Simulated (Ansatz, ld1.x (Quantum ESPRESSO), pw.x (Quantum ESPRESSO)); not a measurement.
# Ru (Z = 44): one change to the PAW potential, in the atom and in the bcc crystal

ld1.x (Quantum ESPRESSO) 7.5 input, shortened:

```
&input
   title='Ru', zed=44., rel=1, dft='PBE', iswitch=3,
   config='[Kr] 4d7 5s1 5p0'
 /
 &inputp
   pseudotype=3, lpaw=.true., tm=.true., lloc=-1, rcloc=2.50,
   nlcc=.true., new_core_ps=.true., rcore=1.20,
   which_augfun='BESSEL', rmatch_augfun=1.15
 /
6
5S  1  0   1.00   0.00  2.55  3.05  0.0
5S  1  0   0.00   0.40  2.55  3.05  0.0
4P  2  1   6.00   0.00  1.50  1.55  0.0
5P  3  1   0.00   0.00  1.50  1.55  0.0
4D  3  2   7.00   0.00  1.75  2.30  0.0
4D  3  2   0.00   2.10  1.75  2.30  0.0
 &test
   configts(1)='4p6 4d7 5s1 5p0'
 /
```

Change: all radii but the core radius scaled by about 1.10 (s 3.34, p 1.70, d 2.52 bohr, rcut 2.80/1.64/1.92); local potential all-electron potential smoothed inside 2.74 bohr (lloc = -1); augmentation BESSEL, radius 1.26 bohr.

Cutoffs, loose and tight: the cutoffs (Ry, on a coarse ladder) from which the occupation-weighted sum of valence levels, in a spherical-Bessel basis at the reference potential, stays within 10 and 1 mRy of its value at 400 Ry. They do not see the model core or the augmentation charge, which bear on the density cutoff. Test errors are all-electron minus pseudo excitation energies from the reference, over the configurations 4p6 4d7 5s0 5p0; 4p6 4d6 5s0 5p0; 4p6 4d5 5s0 5p0; 4p6 4d8 5s0 5p0; 4p6 4d7.5 5s0.5 5p0; 4p5 4d7 5s1 5p0; 4p6 4d7 5s0 5p1; variants that change the core or the reference have their own tests.

Crystal test: bcc Ru in pw.x 7.5, no spin, 15³ k-points, Fermi–Dirac smearing 0.01 Ry, cutoffs set for each file from its atomic test. The reference is all-electron LAPW (Ansatz 0.2.0) with the same functional, mesh and smearing; V0 and B0 come from Birch–Murnaghan fits to the pressures at five volumes. Errors are pseudo minus all-electron; Δ is the rms difference of the E(V) curves that follow from these fits, minima aligned, over ±6 % about the mean V0. Mesh and smearing are coarse, so the numbers serve the comparison and aren't converged zero-temperature values; the lattice is a test structure that the element need not adopt.

All-electron: a0 = 3.056 Å (V0 = 14.28 Å³/atom), B0 = 274.2 GPa.

Problem. Does the change bring the crystal closer to the all-electron result?

Solution. The mean pressure error goes from +4.11 to +6.60 GPa, so the change moves the solid further from the all-electron pressures.

| quantity | base | changed |
| --- | --- | --- |
| outcome (atom) | generated | generated |
| cutoff, loose (atom) | 35 Ry | 30 Ry |
| cutoff, tight (atom) | 60 Ry | 50 Ry |
| bound ghosts (atom) | none | none |
| largest test error (meV) (atom) | -48 | -45 |
| cutoffs in pw.x (Ry) | 75/600 | 60/480 |
| a0 (Å) | 3.070 | 3.078 |
| a0 error (%) | +0.45 | +0.69 |
| B0 error (%) | +1.9 | +3.4 |
| Δ (meV/atom) | 11.9 | 18.6 |
| mean pressure error (GPa) | +4.11 | +6.60 |

Base: The largest radius (3.05 bohr) exceeds half the bond length (2.50 bohr), so the spheres overlap, which is one possible source of error among others. Changed file: The largest radius (3.34 bohr) exceeds half the bond length (2.50 bohr), so the spheres overlap, which is one possible source of error among others. This is a poor potential for the solid. The atomic cutoffs weigh occupied waves only.
